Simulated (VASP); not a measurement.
Input:

```
CuInS2
1.0
   -2.76000     2.76000     5.56500
    2.76000    -2.76000     5.56500
    2.76000     2.76000    -5.56500
In Cu S
2 2 4
Cartesian
  0.00533  -0.01415   5.57225
  2.75398   0.00863   2.78157
  0.01294   0.00826   0.01794
 -0.03447   2.76988   2.76012
  1.50385   1.41634   6.95802
  4.17409   1.26457  -1.41156
  1.26085   1.34480   1.40077
 -1.39658   1.48167   4.18091
```

Calculation: PBE GGA, VASP's PBE PAW potentials (set 64) (plane waves; VASP). Settings: 300 eV cut-off, 3×3×4 Γ-centred mesh shifted by (0.5, 0.5, 0.5), Gaussian smearing of 0.020 eV, potentials In_d Cu S.

At this cut-off the stress carries a Pulay error, which pulls relaxed volumes low.

**Question.** Estimate the energy per atom (σ→0), pressure, largest force.

**Answer.** 
| Property | Result |
|---|---|
| energy per atom (σ→0) | -4.108 eV/atom |
| pressure | 20.2 kbar |
| largest force | 0.717 eV/Å |

Only differences to runs with the same potentials and settings are physical.

The structure is a typed CuInS2 crystal. The cell was not relaxed at this level, atoms are displaced from their ideal sites. The k-mesh is coarse (spacing up to 0.42 per Å, 2π included), so the numbers may not be converged in it.
